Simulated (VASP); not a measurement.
# Pd (Fm-3m) in VASP: further runs

Aim: see how the results for Pd move with the level of theory and the settings. Levels: r2SCAN, r2SCAN+rVV10. Tasks: relaxation of cell and atoms.

All numbers are computed with VASP 6.6.1; they aren't measurements. Logs are shortened: lines on timing, memory, paths and dates and some standing lists are left out, and cuts for length are marked.

## (1) The structure

Symmetry: Fm-3m, No. 225, cubic system. The conventional cell has a = 3.917 Å, b = 3.917 Å, c = 3.917 Å, α = 90.00°, β = 90.00°, γ = 90.00°. Around Pd (site symmetry m-3m) lie 12 Pd at 2.77 Å.

## (2) Relaxation of cell and atoms, r2SCAN

INCAR

```
  PREC = Accurate
  ENCUT = 600
  EDIFF = 1E-7
  ISMEAR = 0
  SIGMA = 0.1
  LREAL = F
  LASPH = T
  NELM = 100
  ALGO = Normal
  ISIF = 3
  LWAVE = F
  LCHARG = F
  METAGGA = R2SCAN
  LMIXTAU = T
  IBRION = 2
  NSW = 90
  EDIFFG = -0.005
```

KPOINTS

```
regular mesh
0
Gamma
  18 18 18
```

POSCAR

```
Pd
1.0
    0.0000000000      1.9586507900      1.9586507900
    1.9586507900      0.0000000000      1.9586507900
    1.9586507900      1.9586507900      0.0000000000
Pd
1
Direct
    0.0000000000      0.0000000000      0.0000000000
```

Potentials or basis: VASP PAW PBE potentials, release 64 (Pd).

Run with:

```bash
$ cat potpaw_PBE.64/Pd/POTCAR > POTCAR
$ mpirun -np 1 vasp_std > vasp.out
```

OUTCAR:

```text
PREC = Accurate
   ENCUT = 600
   EDIFF = 1E-7
   ISMEAR = 0
   LREAL = F
   LASPH = T
   NELM = 100
   ISIF = 3
   METAGGA = R2SCAN
   IBRION = 2
   NSW = 90
   EDIFFG = -0.005

 ion  position               nearest neighbor table
   1  0.000  0.000  0.000-

  LATTYP: Found a face centered cubic cell.
 ALAT       =     3.9173015800

  Lattice vectors:

 A1 = (   0.0000000000,   1.9586507900,   1.9586507900)
 A2 = (   1.9586507900,   0.0000000000,   1.9586507900)
 A3 = (   1.9586507900,   1.9586507900,   0.0000000000)

Analysis of symmetry for initial positions (statically):
=====================================================================
 Subroutine PRICEL returns:
 Original cell was already a primitive cell.

 Routine SETGRP: Setting up the symmetry group for a
 face centered cubic supercell.

 Subroutine GETGRP returns: Found 48 space group operations
 (whereof 48 operations were pure point group operations)
 out of a pool of 48 trial point group operations.

The static configuration has the point symmetry O_h .

Analysis of symmetry for dynamics (positions and initial velocities):
=====================================================================
 Subroutine PRICEL returns:
 Original cell was already a primitive cell.

 Routine SETGRP: Setting up the symmetry group for a
 face centered cubic supercell.

 Subroutine GETGRP returns: Found 48 space group operations
 (whereof 48 operations were pure point group operations)
 out of a pool of 48 trial point group operations.

The dynamic configuration has the point symmetry O_h .

 Subroutine INISYM returns: Found 48 space group operations
 (whereof 48 operations are pure point group operations),
 and found     1 'primitive' translations

----------------------------------------------------------------------------------------

                                     Primitive cell

  volume of cell :      15.0280

  direct lattice vectors                    reciprocal lattice vectors
     0.000000000  1.958650790  1.958650790    -0.255277767  0.255277767  0.255277767
     1.958650790  0.000000000  1.958650790     0.255277767 -0.255277767  0.255277767
     1.958650790  1.958650790  0.000000000     0.255277767  0.255277767 -0.255277767

  length of vectors
     2.769950511  2.769950511  2.769950511     0.442154062  0.442154062  0.442154062

  position of ions in fractional coordinates (direct lattice)
     0.000000000  0.000000000  0.000000000

  ion indices of the primitive-cell ions
   primitive index   ion index
                 1           1

----------------------------------------------------------------------------------------

 KPOINTS: regular mesh

Automatic generation of k-mesh.
 Grid dimensions read from file:
 generate k-points for:   18   18   18

 Generating k-lattice:

  Cartesian coordinates                     Fractional coordinates (reciprocal lattice)
    -0.014182098  0.014182098  0.014182098     0.055555556  0.000000000  0.000000000
     0.014182098 -0.014182098  0.014182098     0.000000000  0.055555556  0.000000000
     0.014182098  0.014182098 -0.014182098     0.000000000  0.000000000  0.055555556

  Length of vectors
     0.024564115  0.024564115  0.024564115

  Shift w.r.t. Gamma in fractional coordinates (k-lattice)
     0.000000000  0.000000000  0.000000000

 Subroutine IBZKPT returns following result:
 ===========================================

 Found    195 irreducible k-points:

 Following reciprocal coordinates:
            Coordinates               Weight
  0.000000  0.000000  0.000000      1.000000
  0.055556  0.000000  0.000000      8.000000
  0.111111  0.000000  0.000000      8.000000
  0.166667  0.000000  0.000000      8.000000
  0.222222  0.000000  0.000000      8.000000
  0.277778  0.000000  0.000000      8.000000
[... 16 lines left out ...]
 -0.277778  0.055556  0.000000     24.000000
 -0.222222  0.055556  0.000000     24.000000
 [... further k-points ...]
   k-points           NKPTS =    195   k-points in BZ     NKDIM =    195   number of bands    NBANDS=      9
   number of dos      NEDOS =    301   number of ions     NIONS =      1
   total plane-waves  NPLWV =  13824
   dimension x,y,z NGX =    24 NGY =   24 NGZ =   24
   dimension x,y,z NGXF=    48 NGYF=   48 NGZF=   48
   ions per type =               1
   NGX,Y,Z   is equivalent  to a cutoff of  14.40, 14.40, 14.40 a.u.
   NGXF,Y,Z  is equivalent  to a cutoff of  28.81, 28.81, 28.81 a.u.
 SYSTEM =  unknown system
   PREC   = accura    normal or accurate (medium, high low for compatibility)
   ISTART =      0    job   : 0-new  1-cont  2-samecut
   ICHARG =      2    charge: 1-file 2-atom 10-const
   ISPIN  =      1    spin polarized calculation?
   LNONCOLLINEAR =      F non collinear calculations
   LSORBIT =      F    spin-orbit coupling
   LASPH  =      T    aspherical Exc in radial PAW
   ENCUT  =  600.0 eV  44.10 Ry    6.64 a.u.   5.53  5.53  5.53*2*pi/ulx,y,z
   NELM   =    100;   NELMIN=  2; NELMDL= -5     # of ELM steps
   EDIFF  = 0.1E-06   stopping-criterion for ELM
   LREAL  =      F    real-space projection
   EDIFFG = -.5E-02   stopping-criterion for IOM
   NSW    =     90    number of steps for IOM
   IBRION =      2    ionic relax: 0-MD 1-quasi-New 2-CG
   NFREE  =      1    steps in history (QN), initial steepest desc. (CG)
   ISIF   =      3    stress and relaxation
   ISYM   =      2    0-nonsym 1-usesym 2-fastsym
   POTIM  = 0.5000    time-step for ionic-motion
   TEBEG  =    0.0;   TEEND  =   0.0 temperature during run
   PSTRESS=    0.0 pullay stress
   NELECT =      10.0000    total number of electrons
   NUPDOWN=      -1.0000    fix difference up-down
   EMIN   =  10.00;   EMAX   =-10.00  energy-range for DOS
   EFERMI =   0.00;   METHOD = LEGACY
   ISMEAR =     0;   SIGMA  =   0.10  broadening in eV -4-tet -1-fermi 0-gaus
   EFERMI_NEDOS =   21; number of points for ismear=-14 and -15
   IALGO  =     38    algorithm
   IMIX   =      4    mixing-type and parameters
     AMIX     =   0.40;   BMIX     =  1.00
     AMIX_MAG =   1.60;   BMIX_MAG =  1.00
  volume/ion in A,a.u.               =      15.03       101.41
  Fermi-wavevector in a.u.,A,eV,Ry     =   1.429249  2.700889 27.793328  2.042752
  Thomas-Fermi vector in A             =   2.549223
   LORBIT       =      0    0 simple, 1 ext, 2 COOP (PROOUT), +10 PAW based schemes
   METAGGA = R2SCAN    functional components
   LHFCALC =     F    Hartree Fock is set to
   AEXX    =    0.0000 exact exchange contribution
   IVDW    =     0    specifies the selected vdW correction
   LEPSILON=     F    determine dielectric tensor
   LRPA    =     F    only Hartree local field effects (RPA)
 conjugate gradient relaxation of ions
 non-spin polarized calculation
 Gauss-broadening in eV      SIGMA  =   0.10
  energy-cutoff  :      600.00
  volume of cell :       15.03
 maximum number of plane-waves:       531
 NGX is ok and might be reduce to    24

--------------------------------------- Ionic step        1  -------------------------------------------

 number of electron      10.0000000 magnetization

 number of electron       9.9999999 magnetization

 Free energy of the ion-electron system (eV)
  ---------------------------------------------------
  ext. energy  EPLUGINS =         0.00000000
  ---------------------------------------------------
  free energy    TOTEN  =       -22.95430648 eV

  energy without entropy =      -22.94326206  energy(sigma->0) =      -22.94878427

------------------------ aborting loop because EDIFF is reached ----------------------------------------

  FORCE on cell =-STRESS in cart. coord.  units (eV):
  Direction    XX          YY          ZZ          XY          YZ          ZX
  --------------------------------------------------------------------------------------
  -------------------------------------------------------------------------------------
  Total       -0.0704762     -0.0704762     -0.0704762      0.0000000     -0.0000000      0.0000000
  in kB       -7.5136644     -7.5136644     -7.5136644      0.0000000     -0.0000000      0.0000000
  external PRESSURE =      -7.5136644 kB  Pullay stress =       0.0000000 kB
[... 55 lines left out ...]
  energy  without entropy=      -22.9432144478  energy(sigma->0) =      -22.94867270

--------------------------------------- Ionic step        3  -------------------------------------------

 number of electron       9.9999999 magnetization

 Free energy of the ion-electron system (eV)
  ---------------------------------------------------
  ext. energy  EPLUGINS =         0.00000000
  ---------------------------------------------------
  free energy    TOTEN  =       -22.95445654 eV

  energy without entropy =      -22.94346539  energy(sigma->0) =      -22.94896096

 E-fermi :   9.3652     XC(G=0): -14.0247

 val. band max:        9.3496348413   @ k =   0.5000   0.1111   0.0000
 cond. band min:       9.3730373326   @ k =  -0.4444   0.3889   0.1111
 fundamental gap:      0.0234024913
 Fermi energy:         9.3652216527

 k-point     1 :       0.0000    0.0000    0.0000
  band No.  band energies     occupation
      1       2.2929      2.00000
      2       6.5161      2.00000
      3       6.5161      2.00000
      4       6.5161      2.00000
      5       8.0878      2.00000
      6       8.0878      2.00000
      7      27.3814      0.00000
      8      31.8729      0.00000
      9      32.2843      0.00000
[... 265 lines left out ...]
 k-point    24 :      -0.2222    0.0556    0.0000
  band No.  band energies     occupation
      1       4.0101      2.00000
      2       6.3324      2.00000
      3       6.8381      2.00000
      4       6.8664      2.00000
      5       7.9876      2.00000
      6       8.5230      2.00000
      7      24.9009      0.00000
      8      28.4349      0.00000
      9      31.8738      0.00000

 [... further k-points ...]

------------------------ aborting loop because EDIFF is reached ----------------------------------------

  FORCE on cell =-STRESS in cart. coord.  units (eV):
  Direction    XX          YY          ZZ          XY          YZ          ZX
  --------------------------------------------------------------------------------------
  -------------------------------------------------------------------------------------
  Total        0.0025510      0.0025510      0.0025510      0.0000000      0.0000000      0.0000000
  in kB        0.2731073      0.2731073      0.2731073      0.0000000      0.0000000      0.0000000
  external PRESSURE =       0.2731073 kB  Pullay stress =       0.0000000 kB
[... 16 lines left out ...]
  FREE ENERGIE OF THE ION-ELECTRON SYSTEM (eV)
  ---------------------------------------------------
  free  energy   TOTEN  =       -22.9544565397 eV

  energy  without entropy=      -22.9434653900  energy(sigma->0) =      -22.94896096

 reached required accuracy - stopping structural energy minimisation
```

Wall time 98 s (1 thread of Intel Xeon 6975P-C (Granite Rapids), shared host); peak memory 0.17 GiB.

What came out:

| Property | Result |
| --- | --- |
| Free energy | -22.9545 eV |
| Relaxed volume | 14.97 Å³/atom |
| Relaxed cell | a = 2.766 Å, b = 2.766 Å, c = 2.766 Å, α = 60.00°, β = 60.00°, γ = 60.00° |
| Space group after relaxing (to 0.05 Å) | Fm-3m (No. 225) |
| Energy gained by relaxing | 0.2 meV/atom |
| Ionic steps | 3 |
| Pressure after relaxing | 0.0 GPa |
| Band gap on the k mesh | none (metal or under the smearing width) |

Step by step:
```tsv
step	energy change (eV)	largest force (eV/Å)	pressure (GPa)	volume (Å³)
1	0.0000	0.0000	-0.75	15.03
2	0.0002	0.0000	1.17	14.88
3	-0.0002	0.0000	0.03	14.97
```

Final structure:
```
Pd
1.0
     0.00000    1.95592    1.95592
     1.95592    0.00000    1.95592
     1.95592    1.95592    0.00000
Pd
1
Direct
  0.00000 0.00000 0.00000
```

Caveat: the PAW data sets were made with another functional, which shifts forces and pressure a little.

## (3) Relaxation of cell and atoms, r2SCAN+rVV10

INCAR: that of step 2 with these lines changed.

```diff
@@ -14,2 +14,6 @@
   LMIXTAU = T
+  LUSE_VDW = T
+  IVDW_NL = 2
+  BPARAM = 11.95
+  CPARAM = 0.0093
   IBRION = 2
```

KPOINTS is that of step 2.

POSCAR is that of step 2.

Potentials or basis: VASP PAW PBE potentials, release 64 (Pd).

Run with:

```bash
$ cat potpaw_PBE.64/Pd/POTCAR > POTCAR
$ mpirun -np 1 vasp_std > vasp.out
```

Wall time 2.4 min (1 thread of Intel Xeon 6975P-C (Granite Rapids), shared host); peak memory 0.25 GiB.

The run converged. Its results:

| Quantity | Value |
| --- | --- |
| Free energy | -22.6843 eV |
| Relaxed volume | 14.80 Å³/atom |
| Relaxed cell | a = 2.756 Å, b = 2.756 Å, c = 2.756 Å, α = 60.00°, β = 60.00°, γ = 60.00° |
| Space group after relaxing (to 0.05 Å) | Fm-3m (No. 225) |
| Energy gained by relaxing | 2.2 meV/atom |
| Ionic steps | 3 |
| Pressure after relaxing | 0.0 GPa |
| Band gap on the k mesh | none (metal or under the smearing width) |

The path:
```
step  energy change (eV)  largest force (eV/Å)  pressure (GPa)  volume (Å³)
   1              0.0000                0.0000           -2.94        15.03
   2              0.0035                0.0000            5.20        14.44
   3             -0.0022                0.0000            0.00        14.80
```

Final structure:
```
CELL_PARAMETERS angstrom
0.00000 1.94851 1.94851
1.94851 0.00000 1.94851
1.94851 1.94851 0.00000
ATOMIC_POSITIONS crystal
Pd 0.00000 0.00000 0.00000
```

Levels at points of the mesh, in eV from the Fermi level:
| k point | band 3 | band 4 | band 5 | band 6 | band 7 | band 8 |
| --- | --- | --- | --- | --- | --- | --- |
| (0.00, 0.00, 0.00) | -2.91 | -2.91 | -1.30 | -1.30 | 18.00 | 22.43 |
| (0.50, 0.00, 0.00) | -2.98 | -0.04 | -0.04 | 1.26 | 7.67 | 17.39 |
| (0.50, 0.50, 0.00) | -0.10 | 0.31 | 0.31 | 3.63 | 11.26 | 13.89 |

Caveat: the PAW data sets were made with another functional, which shifts forces and pressure a little.
